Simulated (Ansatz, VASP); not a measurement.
# Two plane-wave programs on Au

The input INCAR:

```
PREC     = Accurate       # precision mode
ENCUT    = 520            # plane-wave cutoff, eV
EDIFF    = 1E-7           # SCF threshold, eV
ISMEAR   = 0              # smearing method
SIGMA    = 0.1            # smearing width, eV
LREAL    = F              # projectors in reciprocal space
LASPH    = T              # aspherical terms in the spheres
NELM     = 60             # most SCF steps
ALGO     = Normal         # electronic algorithm
ISIF     = 2              # what is computed and relaxed
LWAVE    = F              # write WAVECAR
LCHARG   = T              # write CHGCAR
LELF     = T              # ELF
LVHAR    = T            
NBANDS   = 18             # bands
```

Contents of KPOINTS:

```
Automatic mesh
0
Gamma
  12 12 6
```

Contents of POSCAR:

```
Au
1.0
    1.4237450901     -2.5784503674      0.0000000000
    1.4237450901      2.5784503674      0.0000000000
    0.0000000000      0.0000000000      4.9362838514
Au
2
Direct
    0.6653300000      0.3346700000      0.2500000000
    0.3346700000      0.6653300000      0.7500000000
```

Input for Ansatz:

```yaml
crystal:
  lattice:
    - [1.423745090071272, -2.5784503674358334, 0.0]
    - [1.423745090071272, 2.5784503674358334, 0.0]
    - [0.0, 0.0, 4.936283851445852]
  atoms:
    - { symbol: Au, position: [0.66533, 0.33467, 0.25] }
    - { symbol: Au, position: [0.33467, 0.66533, 0.75] }
basis:
  ecutwfc: 500.0
kpoints:
  mp_grid:
    grid: [12, 12, 6]
hamiltonian:
  xc: lda
scf:
  occupations:
    method: gaussian
    width: 0.1
output:
  stress: true
```

This isn't the form of Au at room conditions, which is fcc.

Alike in both runs: task single point; functional LDA; k mesh 12 × 12 × 6; occupations gaussian, width 0.1 eV; no spin polarisation.

|  | VASP | Ansatz |
| --- | --- | --- |
| version | VASP 6.6.1 | Ansatz 0.2.0 |
| potentials or method | VASP PAW LDA potentials, release 64 (Au) | plane waves, PAW |
| plane-wave cutoff (eV) | 520 | 500 |
| valence electrons in the cell | 22 | 38 |

Ansatz gave:

```
pressure (GPa)                                  : -12.8
largest component of the traceless stress (GPa) : 0.55
```

Problem. Which values does VASP return?

Solution. Pressure (GPa): -12.5; largest component of the traceless stress (GPa): 0.44.

The two sets of potentials don't hold the same shells in valence.

Spin-orbit coupling is left out, which matters for the levels of Au.
